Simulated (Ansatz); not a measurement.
**Work and stress of cleavage in AlCo**

These are results of Ansatz 0.2.0, DFT PBE, scalar-relativistic, plane waves, PAW, not measurements. Cutoff 420 eV, Γ-centred 21×21×7 k-points, Gaussian smearing of 0.15 eV. No spin polarisation. A magnetic state may lie lower. Energies are free energies at this smearing, counted from the undisturbed cell; pressure is positive in compression.

The starting cell (relaxed at this level; it needn't be the usual structure):

```
CELL_PARAMETERS angstrom
0.00000 -2.85190 0.00000
0.00000 0.00000 -2.85190
8.55571 0.00000 0.00000
ATOMIC_POSITIONS crystal
Al 0.00000 0.00000 0.24998
Al 0.00000 0.00000 0.58332
Al 0.00000 0.00000 0.91665
Co 0.50000 0.50000 0.08332
Co 0.50000 0.50000 0.41665
Co 0.50000 0.50000 0.74998
```

The cut lies on the cell's a–b face, a (1 0 0) plane (indices in the standard cell, whose axes needn't be the Cartesian ones shown) of area 8.13 Å², between layers 1.43 Å apart. Vector c is lengthened by d along the normal with the atoms' Cartesian places fixed: one unrelaxed cut a cell. The traction is positive where the two halves pull on each other.

| d (Å) | energy (J/m²) | traction (GPa) |
| --- | --- | --- |
| -0.30 | 0.84 | -62.9 |
| -0.15 | 0.18 | -26.2 |
| 0.00 | 0.00 | 0.0 |
| 0.25 | 0.36 | 25.1 |
| 0.50 | 1.11 | 33.0 |
| 0.75 | 1.94 | 32.8 |
| 1.00 | 2.72 | 29.6 |
| 1.50 | 4.00 | 21.3 |
| 2.00 | 4.87 | 14.0 |
| 3.00 | 5.76 | 5.0 |
| 4.50 | 6.08 | 0.5 |
| 6.00 | 6.10 | 0.0 |

Task: What are the work of separation and the cleavage stress, and do they fit the universal binding curve?

Result: The energy levels off near W ≈ 6.10 J/m² (the traction is down to 0.0 GPa), the energy of the two unrelaxed faces, 3.05 J/m² each on average. The largest sampled traction is 33.0 GPa at d = 0.50 Å, and a parabola through it and its two neighbours peaks at σ_max ≈ 33.9 GPa, d ≈ 0.62 Å. The curve E = W[1 − (1 + d/ℓ)exp(−d/ℓ)] peaks in traction at d = ℓ with σ_max = W/(eℓ); with 1 J/m² per Å = 10 GPa this W and σ_max give ℓ = 0.66 Å. A parabola through that curve at the same three d peaks at 0.65 Å, against 0.62 Å here, a fair fit. Real crystals break at far lower stress, because cracks concentrate it, and on the plane of lowest W, which needn't be this one.

The cut is rigid; relaxing the faces lowers these energies and usually the stresses.

In a metal these slopes depend on the k mesh and the smearing.

Cost: 12 runs of about 6.4 core-minutes in all, on Intel Xeon 6975P-C (Granite Rapids) (shared hosts).